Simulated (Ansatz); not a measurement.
What a change of settings does: Co (simple hexagonal type)

First run: DFT, PBE, all-electron LAPW, scalar-relativistic (Ansatz 0.2.0).

Command: `ansatz run input.yaml --threads 1 --pin off --max-ram 3072MiB --backend cpu --events-out ev --progress --plain --runs-dir out` It took 55 s on 1 thread of Arm Neoverse V1, on a shared host, peak memory 0.58 GiB.

```yaml
crystal:
  lattice:
    - [2.2344247764, 0.0, 0.0]
    - [-1.1172123882, 1.9350686192, 0.0]
    - [0.0, 0.0, 2.1129864142]
  atoms:
    - { symbol: Co, position: [0.0, 0.0, 0.0], spin: 1.7 }
magnetization:
  spin_polarized: true
kpoints:
  mp_grid: { grid: [18, 18, 17] }
scf:
  occupations: { method: fermi_dirac, width: 0.1 }
hamiltonian:
  xc: pbe
  pseudopotentials: { kind: all_electron, lapw: { basis_error: 0.001 } }
output:
  forces: true
  stress: true
  eigenvalues: true
  populations: true
```

The cell comes from a relaxation on PAW files under the same functional, begun from a prototype that needn't be the stable phase.

This run: volume at 0.76 of the series' base cell.

It converges in 8 SCF iterations at a pressure of 77.9 GPa, cell moment 1.08 μB.

The input is then changed:

```diff
   pseudopotentials: { kind: all_electron, lapw: { basis_error: 0.001 } }
+  dispersion: d3bjatm
 output:
```

Problem. What does the second run give?

Solution. It converges in 8 SCF iterations at a pressure of 71.0 GPa, cell moment 1.08 μB. Results part of its log:
```
SCF 1 converged in 8 iterations: F = -37916.987688 eV  dr2 = 4.42e-9
SCF converged after 8 iterations
Magnetization: 1.0809 μB (9.0405 up, 7.9595 down)
Absolute magnetization: 1.1093 μB (∫|ρ↑−ρ↓|)
Spin contamination: 0.0060 ħ² per cell (⟨S²⟩ above its minimum at these occupations)
Per-site moments (μB) at R_I (Å): [(1.0881837342976564, 1.056493191357023)]
Free energy (F): -37916.987688 eV
Harris-Foulkes:  -37916.987688 eV  (|F-HF|=1.12e-8)
Internal energy: -37916.938193 eV  (E = F + TS)
E sigma→0 (E₀):  -37916.962941 eV
Entropy (-TS):   -0.049495 eV (-49.495 meV/atom)
Fermi energy:    23.575047 eV
--- Per-component energies (eV) ---
  E_band       = -168.228783
  E_kinetic    = 38493.711716
  E_xc         = -1627.269077
  E_electrostatic = -74782.942526  (all electrons and nuclei)
  E_disp       = -0.438306  (pairwise vdW)
  E_smearing   = -0.049495  (= −TS)
  E_closure    = 0.000000  (closes the sum)
  E_atoms      = -37909.289263  (free atoms, spherical and without spin; not in F)
  Σ components = -37916.987688   (vs F -37916.987688, Δ=0.00e0)
  Basis errors (estimates in eV, not in F): energy 3.2e-4 per atom: plane waves 2.9e-4 (1.6e-4 summed), levels above the bands 2.7e-104, relativity 3.3e-8, radial functions 2.4e-5, core shells 1.5e-7; eigenvalues (radial functions only) 4.3e-6; not estimated: angular momenta, meshes, grids; target (lapw.basis_error) 1.0e-3; muffin-tin radii Co 1.056 Å
--- Forces (eV/Å), atoms counted from 1 ---
  atom   1  Co     0.00000000     0.00000000     0.00000000
  max |Σ_I F_I| component: 9.86e-32 eV/Å
--- Stress (GPa, compression-positive) ---
       71.104385      -0.000000       0.000000
       -0.000000      71.104385       0.000000
        0.000000       0.000000      70.813287
  P = ⅓ Tr σ = 71.0074 GPa (710.074 kbar)
--- Band table (eV; the first three rows and the last of 666) ---
  k-point 0 ↑: bands = ["-72.4944", "-35.3604", "-35.3064", "-35.3064", "13.3884", "18.2583", "20.7716", "20.7716", "23.4387", "23.4387", "46.2718", "47.7966", "52.4679", "54.4271"]
  k-point 1 ↑: bands = ["-72.4899", "-35.3902", "-35.3039", "-35.3039", "13.5167", "18.3378", "20.7875", "20.7875", "23.3754", "23.3754", "44.8667", "47.9048", "53.9160", "54.6433"]
  k-point 2 ↑: bands = ["-72.4770", "-35.4754", "-35.2966", "-35.2966", "13.8924", "18.5709", "20.8331", "20.8331", "23.1964", "23.1964", "42.2511", "48.2281", "55.2779", "55.2779"]
  k-point 332 ↓: bands = ["-70.8979", "-34.6886", "-34.5190", "-34.5190", "19.6146", "19.6146", "22.0500", "22.0500", "25.3418", "35.6807", "37.6689", "37.6689", "40.0733", "40.0733"]
--- Löwdin populations: 1 site ---
  site symbol       q [e]    m [muB]
     0     Co     26.8064     1.0982
  spilling = 0.007170 (of n_electrons = 27.000000)
```
